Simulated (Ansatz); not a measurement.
Ni in Ansatz: the effect of Hubbard term

Crystal: Ni.

```xyz
1
Lattice="0.0000 1.7376 1.7376 1.7376 0.0000 1.7376 1.7376 1.7376 0.0000" Properties=species:S:1:pos:R:3 pbc="T T T"
Ni    0.0000    0.0000    0.0000
```

Alike in all runs:

```yaml
Program: Ansatz 0.2.0
Task: density of states
Functional: PBEsol
Potentials_or_basis: all-electron LAPW, scalar-relativistic
Cutoff: 320 eV (chosen from the basis error)
Basis_error_allowed: 0.001 eV/atom
k_mesh: 13 × 13 × 13
Occupations: fermi-dirac, width 0.05 eV
Spin: collinear spin, ferromagnetic start
Starting_moments: "[1.0] μB"
```

| Hubbard term | pressure (GPa) | moment (μB) |
| --- | --- | --- |
| none | -2.4 | 0.63 |
| Ni d U = 2 eV | -2.4 | 0.63 |
| Ni d U = 8 eV | ? | ? |

What does the run with Hubbard term Ni d U = 8 eV give?

Pressure 33.4 GPa; moment 0.95 μB.

Caveats: the magnetic state may not be the lowest (some runs); U is the effective U less J, on atomic orbitals that reach past the spheres (some runs); the U is typed as a test and isn't derived for this compound (some runs); a pressure of tens of GPa on the cell as given is suspect, and the run, the potentials or the cell itself is likely at fault (some runs).
